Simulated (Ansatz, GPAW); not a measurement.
# Ballistic transport through pyrimidine-2,5-dithiol between two Al chains, from relaxation to T(E), part 3 of 4

How well does pyrimidine-2,5-dithiol between two Al chains conduct once its atoms have relaxed, and how much do cheaper levels lose?

GPAW 26.7.0 and Ansatz 0.2.0; Ansatz plane waves; relaxation of the junction with the lead ends held (the session's first sound run).

So far, transmission at the Fermi level (one spin): step 3 (plane-wave reference (PBE)) 0.0263. Also open channels of the lead at the Fermi level (one spin): step 3 2.

**4. GPAW, dzp**

Localised orbitals split the wire into layers that couple to their neighbours alone, which is what the Green's function method needs; double zeta with polarisation is the usual level for numbers.

This step: GPAW LCAO, PAW setups; Landauer transmission from Green's functions with principal layers (ASE), zero bias (GPAW 26.7.0).

The input, run.py:

```python
import json
import numpy as np
from ase import Atoms
from ase.transport.calculators import TransportCalculator
from gpaw import GPAW, FermiDirac
from gpaw.lcao.tools import get_lcao_hamiltonian
from scipy.linalg import eigh

# The junction with lead layers at both ends, along the third cell vector
device = Atoms(
    ['Al', 'Al', 'Al', 'Al', 'Al', 'Al', 'Al', 'S', 'C', 'N', 'N', 'C', 'C', 'H', 'H', 'C', 'S', 'Al', 'Al', 'Al', 'Al', 'Al', 'Al', 'Al'],
    positions=[
        [7.20726, 4.50000, 1.20000],
        [7.20726, 4.50000, 3.60000],
        [7.20726, 4.50000, 6.00000],
        [7.20726, 4.50000, 8.40000],
        [7.20726, 4.50000, 10.80000],
        [7.46848, 3.35995, 13.15350],
        [6.69003, 4.57845, 15.40752],
        [4.50464, 4.30161, 16.11270],
        [5.35987, 4.45124, 17.62830],
        [6.72926, 4.46106, 17.47366],
        [4.74775, 4.58209, 18.80415],
        [7.49800, 4.57028, 18.58212],
        [5.51708, 4.71055, 19.88745],
        [8.57944, 4.56840, 18.43555],
        [4.99174, 4.84663, 20.83850],
        [6.93091, 4.69277, 19.86074],
        [7.95552, 4.92372, 21.29328],
        [6.73934, 4.23977, 23.17086],
        [7.91585, 4.76632, 25.63709],
        [7.20726, 4.50000, 28.19193],
        [7.20726, 4.50000, 30.59193],
        [7.20726, 4.50000, 32.99193],
        [7.20726, 4.50000, 35.39193],
        [7.20726, 4.50000, 37.79193]],
    cell=[[14.41452, 0.0, 0.0], [0.0, 9.0, 0.0], [0.0, 0.0, 38.99193]],
    pbc=True)

# One principal layer of the lead: the first 4 atoms of the device
lead = Atoms(
    ['Al', 'Al', 'Al', 'Al'],
    positions=[
        [7.20726, 4.50000, 1.20000],
        [7.20726, 4.50000, 3.60000],
        [7.20726, 4.50000, 6.00000],
        [7.20726, 4.50000, 8.40000]],
    cell=[[14.41452, 0.0, 0.0], [0.0, 9.0, 0.0], [0.0, 0.0, 9.6]],
    pbc=True)

settings = dict(mode='lcao', basis='dzp', xc='PBE', h=0.18,
                occupations=FermiDirac(0.1), maxiter=250,
                mixer=dict(beta=0.1, nmaxold=8, weight=100.0),
                convergence=dict(density=0.0001))
energies = np.arange(-2, 2 + 1e-9, 0.025)
eta = 0.0001
n1, n2 = 1, 1
# k and -k transmit alike, so half of the mesh across the current serves
mesh = [(i, j) for i in range(n1) for j in range(n2) if (i, j) <= (-i % n1, -j % n2)]
weights = np.array([1 if (i, j) == (-i % n1, -j % n2) else 2 for i, j in mesh]) / (n1 * n2)

# [... helper functions left out ...]
fermi_lead = ground_state(lead, (1, 1, 12), 'lead.txt')
fermi_device = ground_state(device, (1, 1, 2), 'device.txt')
# [... loop over the mesh left out, but for ...]
        # Shift the lead onto the potential of the device's first layer
        shift = ((H[:, 0, 0] - H0[:, 0, 0]) / S0[0, 0]).real.mean()
# [...]
kT = 8.617333e-5 * 300
bias = [0.1, 0.2, 0.5, 1.0, 1.5, 2.0]
# [... integrals and printing left out ...]
```

Launch:

```bash
OMP_NUM_THREADS=1 OPENBLAS_NUM_THREADS=1 python run.py
```

Numbers of over 12 decimals in the logs are rounded to 6 here.

The log of the run:

```text
basis functions: device 296, principal layer 52
Fermi level: lead -3.5220 eV, device -3.2635 eV; lead shifted by 0.0126 eV
largest coupling past the next layer 1.11e-15 eV, largest misfit of the first layer 0.042 eV
  E-E_F (eV)   T (one spin)  channels
    -2.000    3.3625e-02    1.0000
    -1.975    3.7496e-02    1.0000
    -1.950    4.1396e-02    1.0000
    -1.925    4.5244e-02    1.0000
    -1.900    4.8968e-02    1.0000
    -1.875    5.2524e-02    1.0000
    -1.850    5.5915e-02    1.0000
    -1.825    5.9223e-02    1.0000
    -1.800    6.2649e-02    1.0000
    -1.775    6.6588e-02    1.0000
    -1.750    7.1588e-02    1.0000
    -1.725    7.5244e-02    1.0000
    -1.700    3.3758e-02    1.0000
    -1.675    2.1730e-03    1.0000
    -1.650    1.5965e-02    1.0000
    -1.625    2.2742e-02    1.0000
[...]
1.825    1.0454e+00    3.0000
     1.850    1.0315e+00    3.0000
     1.875    1.0170e+00    3.0000
     1.900    1.0028e+00    3.0000
     1.925    9.8964e-01    3.0000
     1.950    9.7741e-01    3.0000
     1.975    9.6594e-01    3.0000
     2.000    9.5488e-01    3.0000
conductance at 300 K: 0.029019 G0 a cell; thermopower -36.41 uV/K
current from the zero-bias T(E) at 0.1 V: 0.22661 uA
current from the zero-bias T(E) at 0.2 V: 0.46439 uA
current from the zero-bias T(E) at 0.5 V: 1.4176 uA
current from the zero-bias T(E) at 1.0 V: 6.9188 uA
current from the zero-bias T(E) at 1.5 V: 18.997 uA
current from the zero-bias T(E) at 2.0 V: 25.007 uA
```

The job ended after 4.7 min (1 thread of Arm Neoverse N1, shared host; peak memory 2.5 GiB).

Numbers from this step:

```yaml
conductance: 0.02902 G₀
thermopower: -36.41 μV/K
largest_coupling_past_the_next_principal_layer: 1.11e-15 eV
largest_misfit_of_the_first_principal_layer: 0.04175 eV
shift_that_aligns_the_lead: 0.01263 eV
basis_functions_of_the_junction: 296
basis_functions_of_a_principal_layer: 52
transmission_at_the_fermi_level_one_spin: 0.02845
```

One spin. Table of transmission, zone mean by energy, zero at the Fermi level:

| energy (eV) | transmission, zone mean |
| --- | --- |
| -2.000 | 0.0336 |
| -1.800 | 0.0626 |
| -1.600 | 0.0250 |
| -1.400 | 0.00787 |
| -1.200 | 6.8e-11 |
| -1.000 | 4.6e-12 |
| -0.800 | 6.2e-12 |
| -0.600 | 4.0e-10 |
| -0.400 | 1.0e-9 |
| -0.200 | 0.00895 |
| 0.000 | 0.0285 |
| 0.200 | 0.0746 |
| 0.400 | 0.285 |
| 0.575 | 0.745 |
| 0.600 | 0.743 |
| 0.800 | 0.374 |
| 1.000 | 0.217 |
| 1.200 | 0.149 |
| 1.400 | 0.191 |
| 1.600 | 0.658 |
| 1.775 | 1.06 |
| 1.800 | 1.06 |
| 2.000 | 0.955 |

Crossings of the lead's bands, unfolded to its shortest repeat. Table of open channels, zone mean by energy, zero at the Fermi level:

| energy (eV) | open channels, zone mean |
| --- | --- |
| -2.000 | 1 |
| -1.900 | 1 |
| -1.800 | 1 |
| -1.700 | 1 |
| -1.600 | 1 |
| -1.500 | 1 |
| -1.400 | 1 |
| -1.300 | 1 |
| -1.200 | 0 |
| -1.100 | 0 |
| -1.000 | 0 |
| -0.900 | 0 |
| -0.800 | 0 |
| -0.700 | 0 |
| -0.600 | 0 |
| -0.500 | 0 |
| -0.400 | 0 |
| -0.300 | 2 |
| -0.200 | 2 |
| -0.100 | 2 |
| 0.000 | 2 |
| 0.100 | 2 |
| 0.200 | 2 |
| 0.300 | 2 |
| 0.400 | 2 |
| 0.500 | 2 |
| 0.600 | 2 |
| 0.700 | 2 |
| 0.800 | 2 |
| 0.900 | 2 |
| 1.000 | 3 |
| 1.100 | 3 |
| 1.200 | 3 |
| 1.300 | 3 |
| 1.400 | 3 |
| 1.500 | 3 |
| 1.600 | 3 |
| 1.700 | 3 |
| 1.800 | 3 |
| 1.900 | 3 |
| 2.000 | 3 |

Not self-consistent under bias; the bias window is split evenly. Table of current through one cell, from the zero-bias transmission by bias:

| bias (V) | current through one cell, from the zero-bias transmission (μA) |
| --- | --- |
| 0.100 | 0.227 |
| 0.200 | 0.464 |
| 0.500 | 1.42 |
| 1.000 | 6.92 |
| 1.500 | 19.0 |
| 2.000 | 25.0 |

Table of transmission of the three most open eigenchannels by energy, zero at the Fermi level:

| energy (eV) | channel 1 | channel 2 | channel 3 |
| --- | --- | --- | --- |
| -2.000 | 0.0336 | 0 | 0 |
| -1.900 | 0.0490 | 0 | 0 |
| -1.800 | 0.0626 | 0 | 0 |
| -1.700 | 0.0338 | 0 | 0 |
| -1.600 | 0.0250 | 0 | 0 |
| -1.500 | 0.0189 | 0 | 0 |
| -1.400 | 0.00787 | 0 | 0 |
| -1.300 | 7.0e-4 | 0 | 0 |
| -1.200 | 6.8e-11 | 0 | 0 |
| -1.100 | 1.1e-11 | 0 | 0 |
| -1.000 | 4.6e-12 | 0 | 0 |
| -0.900 | 3.7e-12 | 0 | 0 |
| -0.800 | 6.2e-12 | 0 | 0 |
| -0.700 | 4.0e-11 | 0 | 0 |
| -0.600 | 4.0e-10 | 0 | 0 |
| -0.500 | 3.0e-9 | 0 | 0 |
| -0.400 | 1.0e-9 | 0 | 0 |
| -0.300 | 0.00453 | 6.0e-7 | 0 |
| -0.200 | 0.00895 | 6.6e-7 | 0 |
| -0.100 | 0.0167 | 1.6e-7 | 0 |
| 0.000 | 0.0285 | 1.7e-7 | 1.8e-12 |
| 0.100 | 0.0455 | 2.1e-6 | 0 |
| 0.200 | 0.0746 | 7.1e-6 | 0 |
| 0.300 | 0.137 | 1.7e-5 | 0 |
| 0.400 | 0.285 | 3.7e-5 | 0 |
| 0.500 | 0.581 | 6.7e-5 | 0 |
| 0.600 | 0.743 | 1.1e-4 | 0 |
| 0.700 | 0.558 | 1.5e-4 | 1.1e-12 |
| 0.800 | 0.374 | 1.9e-4 | 5.1e-12 |
| 0.900 | 0.265 | 2.2e-4 | 1.1e-10 |
| 1.000 | 0.216 | 8.2e-4 | 2.0e-4 |
| 1.100 | 0.172 | 0.00235 | 2.0e-4 |
| 1.200 | 0.144 | 0.00460 | 1.6e-4 |
| 1.300 | 0.140 | 0.00831 | 7.8e-5 |
| 1.400 | 0.174 | 0.0168 | 7.9e-6 |
| 1.500 | 0.297 | 0.0361 | 6.0e-6 |
| 1.600 | 0.594 | 0.0640 | 3.0e-5 |
| 1.700 | 0.908 | 0.0908 | 5.0e-5 |
| 1.800 | 0.949 | 0.108 | 6.2e-5 |
| 1.900 | 0.892 | 0.111 | 6.9e-5 |
| 2.000 | 0.853 | 0.102 | 7.2e-5 |

At the Fermi level T is 0.0285 against 0.0263 in plane waves. Couplings past the next layer reach 1.1e-15 eV, small enough to drop; the matrix elements of the cell's first layer differ from the bulk lead's by up to 0.042 eV. That layer keeps its own values in the calculation, and only beyond it is the lead taken as perfect. The Fermi levels of lead and junction count from different zeros of potential, one for each periodic cell; with both set to zero, the small remaining shift is what aligns them. By hand: G = 0.02902 × 77.48 μS = 2.25 μS, a resistance of 445 kΩ; at 0.1 V a linear junction would pass 0.225 μA, and the integral over the bias window gives 0.227 μA. Mott's formula, S = -(π²/3)(k_B²T/e) d ln T/dE, has the prefactor 7.33 μV/K·eV at 300 K; T = 0.02512 at -0.025 eV and 0.03209 at 0.025 eV give a slope of 4.90 per eV and S = -35.9 μV/K, beside -36.4 μV/K from the thermal integral, which interpolates the same grid.

**5. GPAW, szp: basis = "szp(dzp)"**

The second zeta is dropped, the polarisation orbitals stay.

Edit run.py of step 4 so:

```diff
@@ -50,3 +50,3 @@
 
-settings = dict(mode='lcao', basis='dzp', xc='PBE', h=0.18,
+settings = dict(mode='lcao', basis='szp(dzp)', xc='PBE', h=0.18,
                 occupations=FermiDirac(0.1), maxiter=250,
```

The log of the run:

```text
basis functions: device 206, principal layer 36
Fermi level: lead -4.0210 eV, device -3.7365 eV; lead shifted by 0.0217 eV
largest coupling past the next layer 1.22e-15 eV, largest misfit of the first layer 0.048 eV
  E-E_F (eV)   T (one spin)  channels
    -2.000    1.8645e-02    1.0000
    -1.975    2.2003e-02    1.0000
    -1.950    2.5546e-02    1.0000
[...]
1.975    6.4798e-01    3.0000
     2.000    6.4661e-01    3.0000
conductance at 300 K: 0.058081 G0 a cell; thermopower -52.35 uV/K
current from the zero-bias T(E) at 0.1 V: 0.45891 uA
current from the zero-bias T(E) at 0.2 V: 0.9756 uA
current from the zero-bias T(E) at 0.5 V: 3.9384 uA
current from the zero-bias T(E) at 1.0 V: 13.425 uA
current from the zero-bias T(E) at 1.5 V: 16.038 uA
current from the zero-bias T(E) at 2.0 V: 17.841 uA
```

Run time: 4.4 min. Hardware: 1 thread; peak memory 2.5 GiB.

Numbers from this step:

* conductance: 0.05808 G₀
* thermopower: -52.35 μV/K
* largest coupling past the next principal layer: 1.22e-15 eV
* largest misfit of the first principal layer: 0.04842 eV
* shift that aligns the lead: 0.02174 eV
* basis functions of the junction: 206
* basis functions of a principal layer: 36
* transmission at the Fermi level (one spin): 0.05528

One spin. The transmission, zone mean by energy, zero at the Fermi level:

| energy (eV) | transmission, zone mean |
| --- | --- |
| -2.000 | 0.0186 |
| -1.800 | 0.0476 |
| -1.700 | 0.0876 |
| -1.600 | 0.0118 |
| -1.400 | 0.00182 |
| -1.200 | 1.2e-11 |
| -1.000 | 2.4e-12 |
| -0.800 | 5.2e-12 |
| -0.600 | 4.8e-10 |
| -0.400 | 4.7e-11 |
| -0.200 | 0.0123 |
| 0.000 | 0.0553 |
| 0.200 | 0.250 |
| 0.325 | 0.711 |
| 0.400 | 0.532 |
| 0.600 | 0.127 |
| 0.800 | 0.0900 |
| 1.000 | 0.102 |
| 1.200 | 0.213 |
| 1.400 | 0.845 |
| 1.500 | 1.04 |
| 1.600 | 0.887 |
| 1.800 | 0.675 |
| 2.000 | 0.647 |

The conductance, 0.0581 G₀, lies 100 % above that of the dzp run.

**6. GPAW, sz: basis = "sz(dzp)"**

The minimal basis is the cheapest rung: no second zeta and no polarisation.

Edit run.py of step 5 so:

```diff
@@ -50,3 +50,3 @@
 
-settings = dict(mode='lcao', basis='szp(dzp)', xc='PBE', h=0.18,
+settings = dict(mode='lcao', basis='sz(dzp)', xc='PBE', h=0.18,
                 occupations=FermiDirac(0.1), maxiter=250,
```

The log of the run:

```text
basis functions: device 90, principal layer 16
Fermi level: lead -4.2896 eV, device -3.9886 eV; lead shifted by 0.0298 eV
largest coupling past the next layer 8.91e-16 eV, largest misfit of the first layer 0.060 eV
  E-E_F (eV)   T (one spin)  channels
    -2.000    1.9464e-02    1.0000
    -1.975    2.6208e-02    1.0000
    -1.950    3.3854e-02    1.0000
[...]
1.975    5.4605e-01    3.0000
     2.000    5.4865e-01    3.0000
conductance at 300 K: 0.085415 G0 a cell; thermopower -55.57 uV/K
current from the zero-bias T(E) at 0.1 V: 0.67743 uA
current from the zero-bias T(E) at 0.2 V: 1.4549 uA
current from the zero-bias T(E) at 0.5 V: 5.7581 uA
current from the zero-bias T(E) at 1.0 V: 13.521 uA
current from the zero-bias T(E) at 1.5 V: 15.389 uA
current from the zero-bias T(E) at 2.0 V: 16.818 uA
```

The job ended after 2.9 min (1 thread; peak memory 2.3 GiB).

Numbers from this step:

```
conductance                                    : 0.08541 G₀
thermopower                                    : -55.57 μV/K
largest coupling past the next principal layer : 8.91e-16 eV
largest misfit of the first principal layer    : 0.05981 eV
shift that aligns the lead                     : 0.02978 eV
basis functions of the junction                : 90
basis functions of a principal layer           : 16
transmission at the Fermi level (one spin)     : 0.08042
```

The conductance, 0.0854 G₀, lies 194 % above that of the dzp run.

**7. LDA in the dzp basis: xc = "LDA"**

Back in the dzp basis, the functional changes from PBE to LDA, to set the spread between functionals beside that between bases.

Edit run.py of step 6 so:

```diff
@@ -50,3 +50,3 @@
 
-settings = dict(mode='lcao', basis='sz(dzp)', xc='PBE', h=0.18,
+settings = dict(mode='lcao', basis='dzp', xc='LDA', h=0.18,
                 occupations=FermiDirac(0.1), maxiter=250,
```

The log of the run:

```text
basis functions: device 296, principal layer 52
Fermi level: lead -3.6520 eV, device -3.4076 eV; lead shifted by 0.0155 eV
largest coupling past the next layer 1.49e-15 eV, largest misfit of the first layer 0.041 eV
  E-E_F (eV)   T (one spin)  channels
    -2.000    2.9713e-02    1.0000
    -1.975    3.3694e-02    1.0000
    -1.950    3.7804e-02    1.0000
[...]
1.975    9.1350e-01    3.0000
     2.000    9.0475e-01    3.0000
conductance at 300 K: 0.036476 G0 a cell; thermopower -38.66 uV/K
current from the zero-bias T(E) at 0.1 V: 0.28518 uA
current from the zero-bias T(E) at 0.2 V: 0.58663 uA
current from the zero-bias T(E) at 0.5 V: 1.85 uA
current from the zero-bias T(E) at 1.0 V: 9.5093 uA
current from the zero-bias T(E) at 1.5 V: 20.642 uA
current from the zero-bias T(E) at 2.0 V: 25.674 uA
```

Elapsed: 4.4 min, on 1 thread; peak memory 2.5 GiB.

This step gave:

```yaml
conductance: 0.03648 G₀
thermopower: -38.66 μV/K
largest_coupling_past_the_next_principal_layer: 1.49e-15 eV
largest_misfit_of_the_first_principal_layer: 0.04149 eV
shift_that_aligns_the_lead: 0.01552 eV
basis_functions_of_the_junction: 296
basis_functions_of_a_principal_layer: 52
transmission_at_the_fermi_level_one_spin: 0.03566
```

One spin. Transmission, zone mean against energy, zero at the Fermi level:

| energy (eV) | transmission, zone mean |
| --- | --- |
| -2.000 | 0.0297 |
| -1.900 | 0.0461 |
| -1.800 | 0.0613 |
| -1.700 | 0.0746 |
| -1.600 | 0.0232 |
| -1.500 | 0.0207 |
| -1.400 | 0.00939 |
| -1.300 | 0.00127 |
| -1.200 | 1.0e-10 |
| -1.100 | 1.4e-11 |
| -1.000 | 5.9e-12 |
| -0.900 | 4.7e-12 |
| -0.800 | 7.8e-12 |
| -0.700 | 4.8e-11 |
| -0.600 | 5.6e-10 |
| -0.500 | 9.2e-8 |
| -0.400 | 9.3e-10 |
| -0.300 | 0.00532 |
| -0.200 | 0.0105 |
| -0.100 | 0.0202 |
| 0.000 | 0.0357 |
| 0.100 | 0.0586 |
| 0.200 | 0.100 |
| 0.300 | 0.194 |
| 0.400 | 0.427 |
| 0.500 | 0.752 |
| 0.525 | 0.776 |
| 0.600 | 0.658 |
| 0.700 | 0.426 |
| 0.800 | 0.291 |
| 0.900 | 0.242 |
| 1.000 | 0.198 |
| 1.100 | 0.166 |
| 1.200 | 0.154 |
| 1.300 | 0.173 |
| 1.400 | 0.259 |
| 1.500 | 0.498 |
| 1.600 | 0.894 |
| 1.700 | 1.07 |
| 1.800 | 1.01 |
| 1.900 | 0.944 |
| 2.000 | 0.905 |

The conductance, 0.0365 G₀, lies 26 % above that of the dzp run.

**8. The structure as built: geometry = "as built"**

The dzp basis with PBE on the structure as first built shows what the relaxation was worth.

Edit run.py of step 7 so:

```diff
@@ -17,16 +17,16 @@
         [7.20726, 4.50000, 10.80000],
-        [7.46848, 3.35995, 13.15350],
-        [6.69003, 4.57845, 15.40752],
-        [4.50464, 4.30161, 16.11270],
-        [5.35987, 4.45124, 17.62830],
-        [6.72926, 4.46106, 17.47366],
-        [4.74775, 4.58209, 18.80415],
-        [7.49800, 4.57028, 18.58212],
-        [5.51708, 4.71055, 19.88745],
-        [8.57944, 4.56840, 18.43555],
-        [4.99174, 4.84663, 20.83850],
-        [6.93091, 4.69277, 19.86074],
-        [7.95552, 4.92372, 21.29328],
-        [6.73934, 4.23977, 23.17086],
-        [7.91585, 4.76632, 25.63709],
+        [7.20726, 4.50000, 13.20000],
+        [7.20726, 4.50000, 15.60000],
+        [5.14506, 4.62142, 16.35670],
+        [5.23537, 4.89017, 18.09895],
+        [6.46314, 4.96407, 18.64012],
+        [4.08503, 5.00457, 18.78045],
+        [6.51175, 5.16990, 19.97533],
+        [4.19808, 5.20836, 20.11171],
+        [7.51756, 5.23497, 20.38197],
+        [3.25000, 5.30116, 20.63569],
+        [5.40001, 5.29494, 20.78313],
+        [5.49250, 5.57011, 22.52332],
+        [7.20726, 4.50000, 23.39193],
+        [7.20726, 4.50000, 25.79193],
         [7.20726, 4.50000, 28.19193],
@@ -50,3 +50,3 @@
 
-settings = dict(mode='lcao', basis='dzp', xc='LDA', h=0.18,
+settings = dict(mode='lcao', basis='dzp', xc='PBE', h=0.18,
                 occupations=FermiDirac(0.1), maxiter=250,
```

The log of the run:

```text
basis functions: device 296, principal layer 52
Fermi level: lead -3.5220 eV, device -3.4220 eV; lead shifted by 0.0044 eV
largest coupling past the next layer 1.11e-15 eV, largest misfit of the first layer 0.018 eV
  E-E_F (eV)   T (one spin)  channels
    -2.000    3.7042e-02    1.0000
    -1.975    4.6443e-02    1.0000
    -1.950    6.0834e-02    1.0000
[...]
1.975    2.7862e-01    3.0000
     2.000    2.8178e-01    3.0000
conductance at 300 K: 0.21175 G0 a cell; thermopower 35.59 uV/K
current from the zero-bias T(E) at 0.1 V: 1.6381 uA
current from the zero-bias T(E) at 0.2 V: 3.2441 uA
current from the zero-bias T(E) at 0.5 V: 6.7301 uA
current from the zero-bias T(E) at 1.0 V: 7.896 uA
current from the zero-bias T(E) at 1.5 V: 8.4871 uA
current from the zero-bias T(E) at 2.0 V: 9.1932 uA
```

The job ended after 5.1 min (1 thread; peak memory 2.5 GiB).

This step gave:

* conductance: 0.2118 G₀
* thermopower: 35.59 μV/K
* largest coupling past the next principal layer: 1.11e-15 eV
* largest misfit of the first principal layer: 0.01751 eV
* shift that aligns the lead: 0.004426 eV
* transmission at the Fermi level (one spin): 0.2119

One spin. Transmission, zone mean against energy, zero at the Fermi level:

| energy (eV) | transmission, zone mean |
| --- | --- |
| -2.000 | 0.0370 |
| -1.825 | 0.398 |
| -1.800 | 0.258 |
| -1.600 | 8.1e-4 |
| -1.400 | 2.8e-6 |
| -1.200 | 0 |
| -1.000 | 0 |
| -0.800 | 0 |
| -0.600 | 0 |
| -0.400 | 4.0e-9 |
| -0.200 | 0.207 |
| -0.125 | 0.312 |
| 0.000 | 0.212 |
| 0.200 | 0.0597 |
| 0.400 | 0.0317 |
| 0.600 | 0.0298 |
| 0.800 | 0.0335 |
| 1.000 | 0.0424 |
| 1.200 | 0.0509 |
| 1.400 | 0.0608 |
| 1.600 | 0.119 |
| 1.725 | 0.982 |
| 1.800 | 0.437 |
| 2.000 | 0.282 |

The conductance, 0.212 G₀, lies a factor of 7.3 above that of the dzp run.

**9. Cost and result by level**

Times are wall times on the hardware named with each run. The runs compared:

| no. | run | conductance (G₀) | time | memory (GiB) |
| --- | --- | --- | --- | --- |
| 1 | pw PBE | 0.02703 | 4.4 h | 6.6 |
| 2 | dzp | 0.02902 | 4.7 min | 2.5 |
| 3 | szp | 0.05808 | 4.4 min | 2.5 |
| 4 | sz | 0.08541 | 2.9 min | 2.3 |
| 5 | dzp LDA | 0.03648 | 4.4 min | 2.5 |
| 6 | asbuilt | 0.2118 | 5.1 min | 2.5 |

(Part 3 of 4 ends here.)

[Logs are printed without paths, hosts, clocks, repeated set-up lines and the standing remarks that a program may print on its own settings, such as how far it seeks lower states.]

[Hosts, paths, dates, database ids (printed as entryN), source tags and the programs' standing remarks are cut or masked in the printed files.]
